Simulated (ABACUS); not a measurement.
# HgSe (F-43m) in ABACUS: a series of runs

Runs on HgSe. Level: PBE. Tasks: band structure, equation of state.

Program: ABACUS 3.10.1. These are calculated values, not measurements. Logs are shortened: lines on timing, memory, paths and dates and some standing lists are left out, and cuts for length are marked.

**1. The crystal as given**

Symmetry: F-43m, No. 216, cubic system. Conventional cell: a = 6.078 Å, b = 6.078 Å, c = 6.078 Å, α = 90.00°, β = 90.00°, γ = 90.00°. Hg (site symmetry -43m) is surrounded by 4 Se at 2.63 Å. Se (site symmetry -43m) has 4 Hg at 2.63 Å as nearest neighbours.

**2. Band structure, PBE**

File INPUT:

```
INPUT_PARAMETERS
suffix              HgSe
calculation         nscf
basis_type          lcao
pseudo_dir          ./
orbital_dir         ./
symmetry            -1
dft_functional      pbe
ecutwfc             100.0
pseudo_rcut         10
nspin               1
nbands              28
ks_solver           genelpa
smearing_method     fd
smearing_sigma      0.00367493
scf_thr             1e-07
scf_nmax            100
mixing_type         broyden
mixing_beta         0.7
init_chg            file
out_band            1
```

File STRU:

```
ATOMIC_SPECIES
Hg 200.5920 80_Hg_20_1.9_2.5_pbe_n_v1.0.upf
Se 78.9710 34_Se_16_1.9_2.1_pbe_n_v1.0.upf

NUMERICAL_ORBITAL
Hg_confined-atom_7au_4s3p3d1f.orb
Se_confined-atom_7au_3s3p3d1f.orb

LATTICE_CONSTANT
1.8897261246

LATTICE_VECTORS
0.0000000000 3.0390000000 3.0390000000
3.0390000000 0.0000000000 3.0390000000
3.0390000000 3.0390000000 0.0000000000

ATOMIC_POSITIONS
Direct

Hg
0.0
1
0.0000000000 0.0000000000 0.0000000000 1 1 1

Se
0.0
1
0.2500000000 0.2500000000 0.2500000000 1 1 1
```

File KPT:

```
K_POINTS
12
Line
0.00000000 0.00000000 0.00000000 10 // G
0.50000000 0.00000000 0.50000000 10 // X
0.50000000 0.25000000 0.75000000 10 // W
0.37500000 0.37500000 0.75000000 10 // K
0.00000000 0.00000000 0.00000000 10 // G
0.50000000 0.50000000 0.50000000 10 // L
0.62500000 0.25000000 0.62500000 10 // U
0.50000000 0.25000000 0.75000000 10 // W
0.50000000 0.50000000 0.50000000 10 // L
0.37500000 0.37500000 0.75000000 1 // K
0.62500000 0.25000000 0.62500000 10 // U
0.50000000 0.00000000 0.50000000 1 // X
```

Potentials or basis: SPMS ONCV 1.0 PBE, TZDP LCAO (the cutoffs set its grid).

On the command line:

```bash
$ OMP_NUM_THREADS=1 mpirun -np 4 abacus > log
```

running log:

```text
ABACUS v3.10.1

               Atomic-orbital Based Ab-initio Computation at UStc

 ------------------------------------------------------------------------------------

 READING GENERAL INFORMATION
                           global_out_dir = OUT.HgSe/
                           global_in_card = INPUT
                               pseudo_dir = ./
                              orbital_dir = ./
                                    DSIZE = 4
                                    GSIZE = 1

 READING UNITCELL INFORMATION
                                    ntype = 2
                  lattice constant (Bohr) = 1.88973
              lattice constant (Angstrom) = 1

 READING ATOM TYPE 1
                               atom label = Hg
                      L=0, number of zeta = 4
                      L=1, number of zeta = 3
                      L=2, number of zeta = 3
                      L=3, number of zeta = 1
             number of atom for this type = 1

 READING ATOM TYPE 2
                               atom label = Se
                      L=0, number of zeta = 3
                      L=1, number of zeta = 3
                      L=2, number of zeta = 3
                      L=3, number of zeta = 1
             number of atom for this type = 1

                        TOTAL ATOM NUMBER = 2
DIRECT COORDINATES
    atom                   x                   y                   z     mag                  vx                  vy                  vz
taud_Hg1            0.0000000000        0.0000000000        0.0000000000  0.0000        0.0000000000        0.0000000000        0.0000000000
taud_Se1            0.2500000000        0.2500000000        0.2500000000  0.0000        0.0000000000        0.0000000000        0.0000000000

                          Volume (Bohr^3) = 378.808
                             Volume (A^3) = 56.1334

 Lattice vectors: (Cartesian coordinate: in unit of a_0)
                   +0              +3.039              +3.039
               +3.039                  +0              +3.039
               +3.039              +3.039                  +0
 Reciprocal vectors: (Cartesian coordinate: in unit of 2 pi/a_0)
            -0.164528           +0.164528           +0.164528
            +0.164528           -0.164528           +0.164528
            +0.164528           +0.164528           -0.164528
 The esolver type has been set to : ksdft_lcao

                PAO radial cut off (Bohr) = 10

 Read in pseudopotential file is 80_Hg_20_1.9_2.5_pbe_n_v1.0.upf
                     pseudopotential type = NC
          exchange-correlation functional = PBE
                 nonlocal core correction = 1
                        valence electrons = 20
                                     lmax = 3
                           number of zeta = 4
                     number of projectors = 7
                           L of projector = 0
                           L of projector = 0
                           L of projector = 1
                           L of projector = 1
                           L of projector = 2
[... 69 lines left out ...]
----------- Double Check Mixing Parameters End ------------

 SETUP K-POINTS
                                    nspin = 1
                                   nkstot = 102
K-POINTS DIRECT COORDINATES
 KPOINTS    DIRECT_X    DIRECT_Y    DIRECT_Z  WEIGHT
       1  0.00000000  0.00000000  0.00000000  1.0000
       2  0.05000000  0.00000000  0.05000000  1.0000
       3  0.10000000  0.00000000  0.10000000  1.0000
       4  0.15000000  0.00000000  0.15000000  1.0000
       5  0.20000000  0.00000000  0.20000000  1.0000
       6  0.25000000  0.00000000  0.25000000  1.0000
[... 22 lines left out ...]
      29  0.40000000  0.35000000  0.75000000  1.0000
      30  0.38750000  0.36250000  0.75000000  1.0000
[... 72 further k points ...]

           k-point number in this process = 102
       minimum distributed K point number = 102

[... K-POINTS CARTESIAN COORDINATES: 102 rows ...]

[... K-POINTS DIRECT COORDINATES: 102 rows ...]

 SETUP PLANE WAVES FOR WAVE FUNCTIONS
     energy cutoff for wavefunc (unit:Ry) = 100
              fft grid for wave functions = [ 54, 54, 54 ]
                    number of plane waves = 7727
                         number of sticks = 511

 PARALLEL PW FOR WAVE FUNCTIONS
     PROC   COLUMNS(POT)             PW
        1            128           1931
        2            128           1933
        3            128           1933
        4            127           1930
 --------------- sum -------------------
        4            511           7727

 SET NONLOCAL PSEUDOPOTENTIAL PROJECTORS
 SET NONLOCAL PSEUDOPOTENTIAL PROJECTORS
 max number of nonlocal projetors among all species is 7

 -------------------------------------------
 NONSELF-CONSISTENT
 -------------------------------------------

 SETUP SEARCHING RADIUS FOR PROGRAM TO SEARCH ADJACENT ATOMS
                  longest orb rcut (Bohr) = 7
   longest nonlocal projector rcut (Bohr) = 2.54
                     search radius (Bohr) = 19.1
              searching radius is (Bohr)) = 19.1
         searching radius unit is (Bohr)) = 1.89
                         PeriodicBoundary = 1
                        Radius(unit:lat0) = 10.1
                                   glayer = [ 4, 4, 4 ]
                             glayer_minus = [ 3, 3, 3 ]

Find the coordinate range of the input atom(unit:lat0).
                                  min_tau = [ -18.2, -18.2, -18.2 ]
                                  max_tau = [ 19.8, 19.8, 19.8 ]
                                BoxNumber = [ 7, 7, 7 ]

 SETUP EXTENDED REAL SPACE GRID FOR GRID INTEGRATION
                          real space grid = [ 54, 54, 54 ]
                 big cell numbers in grid = [ 27, 27, 27 ]
             meshcell numbers in big cell = [ 2, 2, 2 ]
                        extended fft grid = [ 29, 29, 29 ]
                dimension of extened grid = [ 86, 86, 86 ]
                            UnitCellTotal = 125
              Atom number in sub-FFT-grid = 2
    Local orbitals number in sub-FFT-grid = 69
                                ParaV.nnr = 82267
                                 init_chg = file
 try to read charge from file
 Read in the charge density: OUT.HgSe//HgSe-CHARGE-DENSITY.restart

 LCAO ALGORITHM --------------- ION=   1  ELEC=   1--------------------------------
[... levels at 102 k points of this process ...]

 Density error is 0.00000000000
----------------------------------------------------------
     Energy           Rydberg                 eV
----------------------------------------------------------
 E_KohnSham     -556.4879595927      -7571.4071188542
 E_KS(sigma->0) -556.4877350738      -7571.4040641181
 E_Harris       -556.4879595927      -7571.4071188542
 E_band         -62.5347170193       -850.8284742799
 E_one_elec     -320.0808237538      -4354.9230235852
 E_Hartree      164.5355352726       2238.6208031869
 E_xc           -94.3965554354       -1284.3310254945
 E_Ewald        -306.5456666383      -4170.7677634893
 E_entropy(-TS) -0.0004490378        -0.0061094721
 E_descf        0.0000000000         0.0000000000
 E_exx          0.0000000000         0.0000000000
 E_Fermi        0.7012537066         9.5410461535
----------------------------------------------------------

 charge density convergence is achieved
 final etot is -7571.4071189 eV
 EFERMI = 9.5410461535 eV

 STATE ENERGY(eV) AND OCCUPATIONS    NSPIN == 1
 1/102 kpoint (Cartesian) = 0.0000 0.0000 0.0000 (1589 pws)
       1       -105.254      0.0196078
       2       -53.5780      0.0196078
       3       -53.5780      0.0196078
       4       -53.5780      0.0196078
       5       -38.1078      0.0196078
       6       -38.1078      0.0196078
[... 170 lines left out ...]
      27        24.1727        0.00000
      28        24.3212        0.00000

[... levels at 96 further k points ...]

 --------------------------------------------
 !FINAL_ETOT_IS -7571.407118854157 eV
 --------------------------------------------

 Output bands in file: OUT.HgSe/BANDS_1.dat
```

stdout:

```text
ABACUS v3.10.1

               Atomic-orbital Based Ab-initio Computation at UStc

%%%%%%%%%%%%%%%%%%%%%%%%%%%%%%%%%%%%%%%%%%%%%%%%%%%%%%%%%%%%%%%%%%%%%%%%%%%%%%%%%%%%%%%%%%%%%%%%%%%%%%%%%
 Warning: the number of valence electrons in pseudopotential > 12 for Hg: [Xe] 4f14 5d10 6s2
[... 19 lines left out ...]
 ---------------------------------------------------------
 -------------------------------------------
 NONSELF-CONSISTENT :
 -------------------------------------------
 START CHARGE      : file
 ITER       ETOT/eV          EDIFF/eV         DRHO     TIME/s
 GE1     -7.57140712e+03   0.00000000e+00   0.0000e+00   0.83
```

Run time: 1.8 s. Hardware: 4 MPI ranks of Intel Xeon Platinum 8488C (Sapphire Rapids), shared host; peak memory 0.52 GiB.

Levels at the corners of the path, in eV from the Fermi level:
```csv
point,band 15,band 16,band 17,band 18,band 19,band 20,band 21,band 22
Γ,-6.48,-0.95,-0.04,-0.04,-0.04,5.48,5.48,5.48
X,-6.11,-5.14,-2.34,-2.34,2.76,3.02,8.53,10.00
W,-5.86,-5.35,-2.78,-2.46,3.59,5.17,6.18,7.56
K,-5.95,-5.30,-2.93,-1.92,2.91,4.51,8.05,8.27
Γ,-6.48,-0.95,-0.04,-0.04,-0.04,5.48,5.48,5.48
L,-6.15,-5.56,-1.02,-1.02,1.08,6.26,6.26,7.08
U,-5.95,-5.30,-2.93,-1.92,2.91,4.51,8.05,8.27
W,-5.86,-5.35,-2.78,-2.46,3.59,5.17,6.18,7.56
L,-6.15,-5.56,-1.02,-1.02,1.08,6.26,6.26,7.08
K,-5.95,-5.30,-2.93,-1.92,2.91,4.51,8.05,8.27
U,-5.95,-5.30,-2.93,-1.92,2.91,4.51,8.05,8.27
X,-6.11,-5.14,-2.34,-2.34,2.76,3.02,8.53,10.00
```

Caveat: the atomic orbitals were generated for these runs and aren't a published set; the density is read from an earlier self-consistent run, whose mesh may be coarse; spin-orbit coupling is left out, which moves the levels of the heavy elements; the basis of atomic orbitals isn't converged, which shifts pressures, moduli and gaps.

**3. Equation of state, PBE, 26.38 Å³/atom (volume scaled by 0.94)**

File INPUT:

```
INPUT_PARAMETERS
suffix              HgSe
calculation         scf
basis_type          lcao
pseudo_dir          ./
orbital_dir         ./
latname             fcc
symmetry            1
dft_functional      pbe
ecutwfc             100
pseudo_rcut         10
nspin               1
nbands              22
ks_solver           scalapack_gvx
smearing_method     fd
smearing_sigma      0.00367493
scf_thr             1e-07
scf_nmax            100
mixing_type         broyden
mixing_beta         0.7
cal_force           1
cal_stress          1
out_mul             1
```

STRU, as its differences from that of step 2:

```diff
@@ -9,8 +9,3 @@
 LATTICE_CONSTANT
-1.8897261246
-
-LATTICE_VECTORS
-0.0000000000 3.0390000000 3.0390000000
-3.0390000000 0.0000000000 3.0390000000
-3.0390000000 3.0390000000 0.0000000000
+11.2512864238
```

File KPT:

```
K_POINTS
0
Gamma
7 7 7 0 0 0
```

Potentials or basis: SPMS ONCV 1.0 PBE, TZDP LCAO (the cutoffs set its grid).

On the command line:

```bash
$ OMP_NUM_THREADS=1 mpirun -np 4 abacus > log
```

It took 11 s on 4 MPI ranks of Intel Xeon Platinum 8488C (Sapphire Rapids), shared host; peak memory 0.56 GiB.

It converged, with:

* Free energy: -7570.9734 eV
* Pressure: 10.0 GPa
* Band gap on the k mesh: none (metal or under the smearing width)
* Mulliken charges: Hg +0.17; Se -0.17 e

Caveat: the atomic orbitals were generated for these runs and aren't a published set; Mulliken charges move with the basis; the basis of atomic orbitals isn't converged, which shifts pressures, moduli and gaps.

**4. Equation of state, PBE, 27.51 Å³/atom (volume scaled by 0.98)**

INPUT is that of step 3.

STRU, as its differences from that of step 3:

```diff
@@ -9,3 +9,3 @@
 LATTICE_CONSTANT
-11.2512864238
+11.4086674562
```

KPT is that of step 3.

On the command line:

```bash
$ OMP_NUM_THREADS=1 mpirun -np 4 abacus > log
```

Run time: 10 s. Hardware: 4 MPI ranks of Intel Xeon Platinum 8488C (Sapphire Rapids), shared host; peak memory 0.52 GiB.

Results (log left out):

```
Free energy            : -7571.0883 eV
Pressure               : 6.6 GPa
Band gap on the k mesh : none (metal or under the smearing width)
Mulliken charges       : Hg +0.18; Se -0.18 e
```

Caveat: the atomic orbitals were generated for these runs and aren't a published set; Mulliken charges move with the basis; the basis of atomic orbitals isn't converged, which shifts pressures, moduli and gaps.

**5. Equation of state, PBE, 28.63 Å³/atom (volume scaled by 1.02)**

INPUT is that of step 4.

STRU, as its differences from that of step 4:

```diff
@@ -9,3 +9,3 @@
 LATTICE_CONSTANT
-11.4086674562
+11.5618222076
```

KPT is that of step 4.

On the command line:

```bash
$ OMP_NUM_THREADS=1 mpirun -np 4 abacus > log
```

Run time: 11 s. Hardware: 4 MPI ranks of Intel Xeon Platinum 8488C (Sapphire Rapids), shared host; peak memory 0.52 GiB.

It converged, with:

- Free energy: -7571.1603 eV
- Pressure: 3.8 GPa
- Band gap on the k mesh: none (metal or under the smearing width)
- Mulliken charges: Hg +0.19; Se -0.19 e

Caveat: the atomic orbitals were generated for these runs and aren't a published set; Mulliken charges move with the basis; the basis of atomic orbitals isn't converged, which shifts pressures, moduli and gaps.

**6. Equation of state, PBE, 29.75 Å³/atom (volume scaled by 1.06)**

INPUT is that of step 5.

STRU, as its differences from that of step 5:

```diff
@@ -9,3 +9,3 @@
 LATTICE_CONSTANT
-11.5618222076
+11.7110234661
```

KPT is that of step 5.

Potentials or basis: SPMS ONCV 1.0 PBE, TZDP LCAO (the cutoffs set its grid).

On the command line:

```bash
$ OMP_NUM_THREADS=1 mpirun -np 4 abacus > log
```

Run time: 12 s. Hardware: 4 MPI ranks of Intel Xeon Platinum 8488C (Sapphire Rapids), shared host; peak memory 0.52 GiB.

Results (log left out):

```
Free energy            : -7571.1982 eV
Pressure               : 1.7 GPa
Band gap on the k mesh : none (metal or under the smearing width)
Mulliken charges       : Hg +0.20; Se -0.20 e
```

Caveat: the atomic orbitals were generated for these runs and aren't a published set; Mulliken charges move with the basis; the basis of atomic orbitals isn't converged, which shifts pressures, moduli and gaps.

**7. Equation of state, PBE**

Potentials or basis: SPMS ONCV 1.0 PBE, TZDP LCAO (the cutoffs set its grid).

No new run: the results of the series are fitted here.

What came out:

* Equilibrium volume: 30.84 Å³/atom (rough: see the caveat)
* Bulk modulus: 42 GPa (rough)

Energy against volume, from the lowest point:
```tsv
volume (Å³/atom)	energy (meV/atom)
26.383	112.41
27.505	54.98
28.628	18.99
29.751	0.00
```

Caveat: the atomic orbitals were generated for these runs and aren't a published set; the minimum lies outside the volumes run; the basis of atomic orbitals isn't converged, which shifts pressures, moduli and gaps. The run has no spin-orbit coupling, so splittings on Hg are missing.
